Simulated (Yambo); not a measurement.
# BP (F-43m) in Yambo: a series of runs, part 2 of 3

Yambo 5.3.0. The steps go on from the part before.

### 3 Optical spectrum by the Bethe-Salpeter equation, PBE

The input, bse5.in:

```
optics
bse
bss
rim_cut
RandQpts= 1000000
RandGvec= 50 RL
BSKmod= "HARTREE"
BSEmod= "retarded"
BSSmod= "d"
% BSEQptR
 1 | 1 |
%
% BSEBands
 2 | 7 |
%
BSENGexx= 20 Ry
% BEnRange
 0 | 15 | eV
%
% BDmRange
 0.2 | 0.2 | eV
%
BEnSteps= 150
% BLongDir
 1 | 1 | 1 |
%
BSEprop= "abs"
WRbsWF
% KfnQP_E
 0.82 | 1.0 | 1.0 |
%
```

The input, scf.in:

```
&CONTROL
  calculation = 'scf'
  prefix = 'pwscf'
  outdir = './tmp'
  pseudo_dir = './pseudo'
/
&SYSTEM
  ibrav = 0
  nat = 2
  ntyp = 2
  ecutwfc = 70
  nbnd = 9
  occupations = 'smearing'
  smearing = 'fd'
  degauss = 0.00367493
  force_symmorphic = .true.
/
&ELECTRONS
  conv_thr = 4d-10
  electron_maxstep = 120
  mixing_beta = 0.5
/
ATOMIC_SPECIES
P     30.9738 15_P_5_1.8_1.9_pbe_n_v1.0.upf
B     10.8100 05_B_3_1.5_1.7_pbe_n_v1.0.upf
CELL_PARAMETERS bohr
   0.0000000000    4.2877885768    4.2877885768
   4.2877885768    0.0000000000    4.2877885768
   4.2877885768    4.2877885768    0.0000000000
ATOMIC_POSITIONS bohr
P      6.4316828652    6.4316828652    6.4316828652
B      0.0000000000    0.0000000000    0.0000000000
K_POINTS automatic
10 10 10 0 0 0
```

The input, nscf.in:

```
&CONTROL
  calculation = 'nscf'
  prefix = 'pwscf'
  outdir = './tmp'
  pseudo_dir = './pseudo'
/
&SYSTEM
  ibrav = 0
  nat = 2
  ntyp = 2
  ecutwfc = 70
  nbnd = 54
  occupations = 'fixed'
  force_symmorphic = .true.
/
&ELECTRONS
  conv_thr = 1d-08
  diago_full_acc = .true.
  diago_thr_init = 1d-06
/
ATOMIC_SPECIES
P     30.9738 15_P_5_1.8_1.9_pbe_n_v1.0.upf
B     10.8100 05_B_3_1.5_1.7_pbe_n_v1.0.upf
CELL_PARAMETERS bohr
   0.0000000000    4.2877885768    4.2877885768
   4.2877885768    0.0000000000    4.2877885768
   4.2877885768    4.2877885768    0.0000000000
ATOMIC_POSITIONS bohr
P      6.4316828652    6.4316828652    6.4316828652
B      0.0000000000    0.0000000000    0.0000000000
K_POINTS automatic
6 6 6 0 0 0
```

Potentials or basis: SPMS 1.0 PBE.

The run is started by

```bash
$ OMP_NUM_THREADS=1 pw.x -in scf.in > scf.out
$ OMP_NUM_THREADS=1 pw.x -in nscf.in > nscf.out
$ cd tmp/pwscf.save; p2y; mv SAVE ../..; cd ../..
$ OMP_NUM_THREADS=1 yambo
$ mkdir -p bse5; ln -s $PWD/g0w00/ndb.RIM bse5/
$ OMP_NUM_THREADS=1 yambo -F bse5.in -J bse5 -C bse5_out
$ OMP_NUM_THREADS=1 ypp -J bse5 -C bse5_out -e s -b 1
```

Yambo's report:

```text
[... sections 02.01 to 02.04 as in the set-up run ...]

[... 5 lines left out ...]
  [X] Bosonic    Temperature                        :  0.000000  0.000000 [eV K]
  [X] Finite Temperature mode                       : no
  [X] El. density                                   :  0.34242E+24 [cm-3]
  [X] Fermi Level                                   :  9.239912 [eV]

  [X] === Gaps and Widths ===
  [X] Conduction Band Min                           :  1.346594 [eV]
  [X] Valence Band Max                              :  0.000000 [eV]
  [X] Filled Bands                                  :   4
  [X] Empty Bands                                   :    5   54
  [X] Direct Gap                                    :  3.406364 [eV]
  [X] Direct Gap localized at k                     :  1
  [X] Indirect Gap                                  :  1.346594 [eV]
  [X] Indirect Gap between kpts                     :   1  13
  [X] Last valence band width                       :  5.171097 [eV]
  [X] 1st conduction band width                     :  3.288197 [eV]

 [03] Transferred momenta grid and indexing
 ==========================================

[... 183 lines left out ...]
    [K] E/h energy range                             : -1.000000 -1.000000 [eV]
    [K] Coupling range                               :  100.0000  100.0000 [o/o]
    [K] Kernel long-range exchange                   : BAR

  [07.02] BSE solver(s) @q1
  =========================

  [07.03] Diago Solver @q1
  ========================

  [WR./bse5//ndb.BS_diago_Q1]-----------------------------------------------------
   BS kernel          energies                      : Perdew, Burke & Ernzerhof(X)+Perdew, Burke & Ernzerhof(C)+ user defined corrections @E
   [K] Identifier                                   :  280
   [K] Dimension                                    :  1944
   [K] Bands                                        :   2   7
   [K] Exchange                                     : yes [res]
   [K] Correlation                                  : no [res]
   [K] Kernel`s coupling                            : no
   [K] Exchange                                     : no [cpl]
   [K] Correlation                                  : no [cpl]
   [K] W interaction is bare                        : no
   [K] ALDA kernel in R-space                       : no
   [K] RL vectors                                   :  283 [exchange]
   [K] E/h energy range                             : -1.000000 -1.000000 [eV]
   [K] Coupling range                               :  100.0000  100.0000 [o/o]
   [K] Kernel long-range exchange                   : BAR
   [BSS] Eigenstates included                       : yes
   [BSS] Field direction                            :  0.577350E-5  0.577350E-5  0.577350E-5
   [BSS] Eigenstates computed                       :  1944
   [BSS] Number of BSE matrices                     :  1
```

It took 50 s on 1 thread of Arm Neoverse V1, shared host; peak memory 0.32 GiB.

What came out:

```
Band gap on the k mesh, mean-field level : 1.35 eV, indirect (least direct gap 3.41 eV)
Lowest exciton energy                    : 4.23 eV
Lowest bright exciton energy             : 4.23 eV
```

Dielectric function (along the field direction of the input):
| energy (eV) | real part | imaginary part |
| --- | --- | --- |
| 0.30 | 8.68 | 0.02 |
| 0.81 | 8.78 | 0.06 |
| 1.31 | 8.99 | 0.10 |
| 1.81 | 9.31 | 0.16 |
| 2.32 | 9.80 | 0.23 |
| 2.82 | 10.51 | 0.35 |
| 3.32 | 11.62 | 0.58 |
| 3.83 | 13.56 | 1.33 |
| 4.33 | 13.11 | 3.96 |
| 4.83 | 17.43 | 4.89 |
| 5.34 | 19.15 | 7.50 |
| 5.84 | 18.56 | 14.12 |
| 6.34 | 20.80 | 35.85 |
| 6.85 | -19.44 | 29.22 |
| 7.35 | -12.70 | 13.17 |
| 7.85 | -8.87 | 6.00 |
| 8.36 | -4.51 | 4.18 |
| 8.86 | -3.35 | 3.86 |
| 9.36 | -0.53 | 4.29 |
| 9.87 | -0.65 | 6.52 |
| 10.37 | -1.28 | 6.05 |
| 10.87 | -4.92 | 8.83 |
| 11.38 | -6.92 | 4.80 |
| 11.88 | -4.96 | 1.42 |
| 12.38 | -3.51 | 1.82 |
| 12.89 | -3.66 | 1.44 |
| 13.39 | -2.85 | 0.84 |
| 13.89 | -2.45 | 0.54 |
| 14.40 | -1.83 | 0.54 |
| 15.00 | -1.63 | 0.48 |

Lowest exciton energies (eV): 4.23, 4.23, 4.23, 4.23, 4.23, 4.23, 4.24, 4.24

Excitons:
```csv
energy (eV),strength (relative to the strongest)
4.229,1.6e-13
4.229,1.2e-12
4.229,3.1e-08
4.230,0.14
4.230,8.2e-05
4.230,3.9e-06
4.237,1.4e-15
4.237,1.4e-16
4.240,1.5e-08
4.996,3.7e-22
4.996,4.9e-23
4.996,5.9e-14
```

Caveat: this k mesh misses the band edges, so its gaps are larger than the crystal's; the scissor is the correction of the direct gap in an earlier G0W0 run on the same states; spectra need much finer meshes, so this one isn't converged.

### 4 Optical spectrum by the Bethe-Salpeter equation, PBE

The input, bse6.in:

```
optics
bse
bss
rim_cut
em1s
RandQpts= 1000000
RandGvec= 50 RL
Chimod= "HARTREE"
% BndsRnXs
 1 | 19 |
%
NGsBlkXs= 5 Ry
% LongDrXs
 1 | 1 | 1 |
%
BSKmod= "SEX"
BSEmod= "coupling"
BSSmod= "d"
% BSEQptR
 1 | 1 |
%
% BSEBands
 3 | 6 |
%
BSENGexx= 10 Ry
BSENGBlk= 5 Ry
WehCpl
% BEnRange
 0 | 20 | eV
%
% BDmRange
 0.1 | 0.1 | eV
%
BEnSteps= 200
% BLongDir
 1 | 1 | 1 |
%
BSEprop= "abs"
WRbsWF
% KfnQP_E
 0.82 | 1.0 | 1.0 |
%
```

scf.in is that of step 3.

nscf.in is that of step 3.

Potentials or basis: SPMS 1.0 PBE.

The run is started by

```bash
$ OMP_NUM_THREADS=1 pw.x -in scf.in > scf.out
$ OMP_NUM_THREADS=1 pw.x -in nscf.in > nscf.out
$ cd tmp/pwscf.save; p2y; mv SAVE ../..; cd ../..
$ OMP_NUM_THREADS=1 yambo
$ mkdir -p bse6; ln -s $PWD/bse1/ndb.em1s* bse6/
$ mkdir -p bse6; ln -s $PWD/g0w00/ndb.RIM bse6/
$ OMP_NUM_THREADS=1 yambo -F bse6.in -J bse6 -C bse6_out
$ OMP_NUM_THREADS=1 ypp -J bse6 -C bse6_out -e s -b 1
```

Yambo's report:

```text
[... sections 02.01 to 02.04 as in the set-up run ...]

[... 5 lines left out ...]
  [X] Bosonic    Temperature                        :  0.000000  0.000000 [eV K]
  [X] Finite Temperature mode                       : no
  [X] El. density                                   :  0.34242E+24 [cm-3]
  [X] Fermi Level                                   :  9.239912 [eV]

  [X] === Gaps and Widths ===
  [X] Conduction Band Min                           :  1.346594 [eV]
  [X] Valence Band Max                              :  0.000000 [eV]
  [X] Filled Bands                                  :   4
  [X] Empty Bands                                   :    5   54
  [X] Direct Gap                                    :  3.406364 [eV]
  [X] Direct Gap localized at k                     :  1
  [X] Indirect Gap                                  :  1.346594 [eV]
  [X] Indirect Gap between kpts                     :   1  13
  [X] Last valence band width                       :  5.171097 [eV]
  [X] 1st conduction band width                     :  3.288197 [eV]

 [03] Transferred momenta grid and indexing
 ==========================================

 IBZ Q-points                                      :  16
 BZ  Q-points                                      :  216

 K/Q-points units:
 rlu = crystal or reduced units; cc = cartesian coordinates; iku = interal k-units

 Q [ 1]         [rlu]:  0.000000  0.000000  0.000000
 Q [ 2]         [rlu]: -0.82102E-17  0.56676E-17  0.16667
 Q [ 3]         [rlu]: -0.16420E-16  0.11335E-16  0.33333
[... 197 lines left out ...]
     [RIM] Random points                              :  1000000 [col]
     [SOC] Perturbative SOC                           : no
     [K] Kernel long-range exchange                   : BAR

    [08.01.05.03] Wave-Function Phases
    ==================================

    [BSE] WF phases found       :  61.45833 [o/o]

   [08.01.06] BSE solver(s) @q1
   ============================

   [08.01.07] Diago Solver @q1
   ===========================

   [WR./bse6//ndb.BS_diago_Q1]-----------------------------------------------------
    BS kernel          energies                      : Perdew, Burke & Ernzerhof(X)+Perdew, Burke & Ernzerhof(C)+ user defined corrections @E
    [K] Identifier                                   :  1643
    [K] Dimension                                    :   864
    [K] Bands                                        :   3   6
    [K] Exchange                                     : yes [res]
    [K] Correlation                                  : yes [res]
    [K] Kernel`s coupling                            : yes
    [K] Exchange                                     : yes [cpl]
    [K] Correlation                                  : yes [cpl]
    [K] W interaction is bare                        : no
    [K] ALDA kernel in R-space                       : no
    [K] RL vectors                                   :   89 [exchange]
    [K] RL vectors                                   :   51 [correlation]
    [K] E/h energy range                             : -1.000000 -1.000000 [eV]
    [K] Coupling range                               :  100.0000  100.0000 [o/o]
    [W] Interaction is diagonal                      : no
    [W] Matrix size                                  :   51
    [W] Bands                                        :   1  19
    [W] e/h energy range                             : -1.000000 -1.000000 [eV]
    [W] Poles                                        :  100.0000 [o/o]
    [W] RL vectors in the sum                        :  2085
    [W] [r,Vnl] included                             : yes
    [W] Field direction                              :  0.577350E-5  0.577350E-5  0.577350E-5
    [W] Coulomb Cutoff                               : none
    [W] Hxc Kernel                                   : HARTREE
    [RIM] RL components                              :   51 [col]
    [RIM] Random points                              :  1000000 [col]
    [SOC] Perturbative SOC                           : no
    [K] Kernel long-range exchange                   : BAR
    [BSS] Eigenstates included                       : yes
    [BSS] Field direction                            :  0.577350E-5  0.577350E-5  0.577350E-5
    [BSS] Eigenstates computed                       :  1728
    [BSS] Number of BSE matrices                     :  1
```

o-bse6.eps_q1_diago_bse:

```text
# Absorption @ Q(1):  0.577350269     0.577350269     0.577350269    [q->0 direction]
#
[... 52 lines left out ...]
#
        0.000000          -0.10313E-14        8.555130           0.000000           7.986438
        0.100503           0.004724           8.557500           0.003538           7.988213
        0.201005           0.009467           8.564619           0.007087           7.993545
        0.301508           0.014250           8.576517           0.010661           8.002450
        0.402010           0.019093           8.593243           0.014271           8.014961
        0.502513           0.024017           8.614868           0.017931           8.031120
[... 192 lines left out ...]
        19.89950           0.009057           0.210300           0.010986           0.070226
        20.00000           0.008894           0.219318           0.010781           0.081161
#
```

What came out:

| Quantity | Value |
| --- | --- |
| Band gap on the k mesh, mean-field level | 1.35 eV, indirect (least direct gap 3.41 eV) |
| Exciton binding energy | 0.21 eV |
| Lowest exciton energy | 4.01 eV |
| Lowest bright exciton energy | 4.01 eV |

Dielectric function (along the field direction of the input):
```csv
energy (eV),real part,imaginary part
0.30,8.58,0.01
1.31,8.98,0.07
2.31,10.10,0.17
3.32,12.88,0.47
4.42,20.30,2.84
5.43,20.07,30.42
6.43,-23.37,15.87
7.54,-8.24,3.26
8.54,-3.76,1.99
9.55,-3.77,4.06
10.65,-4.74,1.56
11.66,-2.44,0.21
12.66,-1.57,0.07
13.77,-0.97,0.04
14.77,-0.61,0.03
15.78,-0.38,0.02
16.88,-0.16,0.02
17.89,-0.01,0.01
18.89,0.11,0.01
20.00,0.22,0.01
```

Lowest exciton energies (eV): 4.01, 4.02, 4.02, 4.02, 4.77, 4.77, 4.77, 4.78

Excitons:
| energy (eV) | strength (relative to the strongest) |
| --- | --- |
| 4.013 | 0.13 |
| 4.015 | 0.022 |
| 4.018 | 0.0024 |
| 4.020 | 0.0076 |
| 4.773 | 0.031 |
| 4.773 | 0.37 |
| 4.775 | 0.13 |
| 4.777 | 0.0099 |
| 4.777 | 0.0058 |
| 4.778 | 0.031 |
| 4.786 | 0.00016 |
| 4.787 | 8.9e-05 |

Caveat: this k mesh misses the band edges, so its gaps are larger than the crystal's; the scissor is the correction of the direct gap in an earlier G0W0 run on the same states; exciton energies and binding change strongly with the k mesh and aren't converged on this one; spectra need much finer meshes, so this one isn't converged.

[end of part 2 of 3]
